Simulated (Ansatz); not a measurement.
## Sn in Ansatz: the effect of functional

Sn:

```
CELL_PARAMETERS angstrom
-2.99780 2.99780 1.63067
2.99780 -2.99780 1.63067
2.99780 2.99780 -1.63067
ATOMIC_POSITIONS crystal
Sn 0.00000 0.00000 0.00000
Sn 0.75000 0.25000 0.50000
```

The cell isn't the ideal one: volume scaled by 1.06.

Alike in all runs:

```yaml
Program: Ansatz 0.2.0
Task: single point
Potentials_or_basis: Ansatz PAW
k_mesh: 9 × 9 × 9
Occupations: fermi-dirac, width 0.05 eV
Spin: no spin polarisation
```

Question: One run gave: pressure -1.4 GPa. Which functional did it use?
A. LDA
B. PBE
C. r2SCAN

Answer: B.

| functional | cutoff | pressure (GPa) |
| --- | --- | --- |
| LDA | 420 eV (not typed: the program's choice for these potentials) | -5.2 |
| r2SCAN | 500 eV (not typed: the program's choice for these potentials) | -2.8 |
| PBE | 420 eV (not typed: the program's choice for these potentials) | -1.4 |

Caveats: the PAW data sets come from PBE, with cores solved anew for the run's functional, which leaves a small shift of forces and pressure (some runs).
